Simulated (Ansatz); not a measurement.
# FeCo3: how settings move the results

This session on FeCo3 sets out to sweep the plane-wave cutoff.

Computed with Ansatz 0.2.0 (DFT PBEsol, scalar-relativistic, plane waves, PAW, unless a step's input says otherwise).

1 further run of the same task is left out (set aside as unsound or not needed). Runs told in other sessions of the task aren't counted.

## (1) The structure to begin with

Symmetry: Pm-3m, No. 221, cubic system. The conventional cell has a = 3.536 Å, b = 3.536 Å, c = 3.536 Å, α = 90.00°, β = 90.00°, γ = 90.00°. Fe (site symmetry m-3m) has 12 Co at 2.50 Å in its first shell of neighbours. Co (site symmetry 4/mmm) has 4 Fe at 2.50 Å and 8 Co at 2.50 Å in its first shell of neighbours.

As a file:

```
Fe Co
1.0
     3.53570    0.00000    0.00000
     0.00000    3.53570    0.00000
     0.00000    0.00000    3.53570
Fe Co
1 3
Direct
  0.00000 0.00000 0.00000
  0.50000 0.50000 0.00000
  0.50000 0.00000 0.50000
  0.00000 0.50000 0.50000
```

The structure comes from the Materials Project (structure only); it is used as listed.

## (2) The base run, which the others are set against

Input file input.yaml:

```yaml
crystal:
  lattice:
    - [3.53570262, 0.0, 0.0]
    - [0.0, 3.53570262, 0.0]
    - [0.0, 0.0, 3.53570262]
  atoms:
    - { symbol: Fe, position: [0.0, 0.0, 0.0], spin: 2.89 }
    - { symbol: Co, position: [0.5, 0.5, 0.0], spin: 1.87 }
    - { symbol: Co, position: [0.5, 0.0, 0.5], spin: 1.87 }
    - { symbol: Co, position: [0.0, 0.5, 0.5], spin: 1.87 }
basis:
  ecutwfc: 420
kpoints:
  mp_grid: { grid: [12, 12, 12] }
hamiltonian:
  xc: pbesol
scf:
  occupations: { method: gaussian, width: 0.1 }
output:
  forces: true
  stress: true
  eigenvalues: true
  populations: true
  write_density: true
  write_potential: true
  elf: true
  volumetric_format: npy
magnetization:
  spin_polarized: true
```

Its results, from an earlier run: -4931.9202 eV/atom at zero smearing, pressure -8.48 GPa, largest force 0.000 eV/Å, no gap on the mesh, site moments Fe +2.59, Co +1.66 (×3) μB, in 13 SCF cycles and 17 s.

## (3) Plane-wave cutoff set to 150 eV

Input file input.yaml:

```yaml
crystal:
  lattice:
    - [3.53570262, 0.0, 0.0]
    - [0.0, 3.53570262, 0.0]
    - [0.0, 0.0, 3.53570262]
  atoms:
    - { symbol: Fe, position: [0.0, 0.0, 0.0], spin: 2.85 }
    - { symbol: Co, position: [0.5, 0.5, 0.0], spin: 1.83 }
    - { symbol: Co, position: [0.5, 0.0, 0.5], spin: 1.83 }
    - { symbol: Co, position: [0.0, 0.5, 0.5], spin: 1.83 }
basis:
  ecutwfc: 150
kpoints:
  mp_grid: { grid: [12, 12, 12] }
hamiltonian:
  xc: pbesol
scf:
  occupations: { method: gaussian, width: 0.1 }
output:
  forces: true
  stress: true
  eigenvalues: true
  populations: true
magnetization:
  spin_polarized: true
```

The run is started by

```console
$ ansatz run input.yaml --threads 1 --pin off --max-ram 2560MiB --backend cpu --events-out ev --progress --plain --runs-dir out
```

## (4) Plane-wave cutoff set to 200 eV

input.yaml, as its differences from that of step 3:

```diff
@@ -11,3 +11,3 @@
 basis:
-  ecutwfc: 150
+  ecutwfc: 200
 kpoints:
```

## (5) Plane-wave cutoff set to 250 eV

input.yaml, as its differences from that of step 4:

```diff
@@ -11,3 +11,3 @@
 basis:
-  ecutwfc: 200
+  ecutwfc: 250
 kpoints:
```

## (6) Plane-wave cutoff set to 300 eV

input.yaml, as its differences from that of step 5:

```diff
@@ -11,3 +11,3 @@
 basis:
-  ecutwfc: 250
+  ecutwfc: 300
 kpoints:
```

## (7) Plane-wave cutoff set to 350 eV

input.yaml, as its differences from that of step 6:

```diff
@@ -11,3 +11,3 @@
 basis:
-  ecutwfc: 300
+  ecutwfc: 350
 kpoints:
```

## (8) Plane-wave cutoff set to 380 eV

input.yaml, as its differences from that of step 7:

```diff
@@ -11,3 +11,3 @@
 basis:
-  ecutwfc: 350
+  ecutwfc: 380
 kpoints:
```

## (9) Plane-wave cutoff: 460 eV

input.yaml, as its differences from that of step 8:

```diff
@@ -11,3 +11,3 @@
 basis:
-  ecutwfc: 380
+  ecutwfc: 460
 kpoints:
```

## (10) Plane-wave cutoff set to 520 eV

input.yaml, as its differences from that of step 9:

```diff
@@ -11,3 +11,3 @@
 basis:
-  ecutwfc: 460
+  ecutwfc: 520
 kpoints:
```

## (11) Plane-wave cutoff set to 600 eV

input.yaml, as its differences from that of step 10:

```diff
@@ -11,3 +11,3 @@
 basis:
-  ecutwfc: 520
+  ecutwfc: 600
 kpoints:
@@ -23,2 +23,6 @@
   populations: true
+  write_density: true
+  write_potential: true
+  elf: true
+  volumetric_format: npy
 magnetization:
```

## (12) Plane-wave cutoff: 700 eV

input.yaml, as its differences from that of step 11:

```diff
@@ -11,3 +11,3 @@
 basis:
-  ecutwfc: 600
+  ecutwfc: 700
 kpoints:
@@ -23,6 +23,2 @@
   populations: true
-  write_density: true
-  write_potential: true
-  elf: true
-  volumetric_format: npy
 magnetization:
```

## (13) Plane-wave cutoff set to 850 eV

input.yaml, as its differences from that of step 12:

```diff
@@ -11,3 +11,3 @@
 basis:
-  ecutwfc: 700
+  ecutwfc: 850
 kpoints:
@@ -23,2 +23,6 @@
   populations: true
+  write_density: true
+  write_potential: true
+  elf: true
+  volumetric_format: npy
 magnetization:
```

(Steps that only read results are left out.)

Q: Predict the outcome of the series: the values and the trend.

The runs gave:

| quantity | value |
| --- | --- |
| plane-wave cutoff: within 10 and 1 meV/atom of 850 eV from | 420 eV for 10; 600 eV for 1 |

What this shows: For the plane-wave cutoff, the energy stays within 1 meV/atom of the reference from 600 eV on, at about 0.57 of the reference's time. The reference is only the best run made, not a proven limit. Total energies converge more slowly with the cutoff than differences between like structures do. The pressure is off by up to 53.3 GPa. The cell's moment varies from 0.00 to 7.63 μB over the series. The listed cell is far from this method's equilibrium (-8.5 GPa, forces up to 0.00 eV/Å), so its values are not those of the relaxed crystal. In some runs cutoff or mesh lie under the advised values, so their numbers carry a basis error.
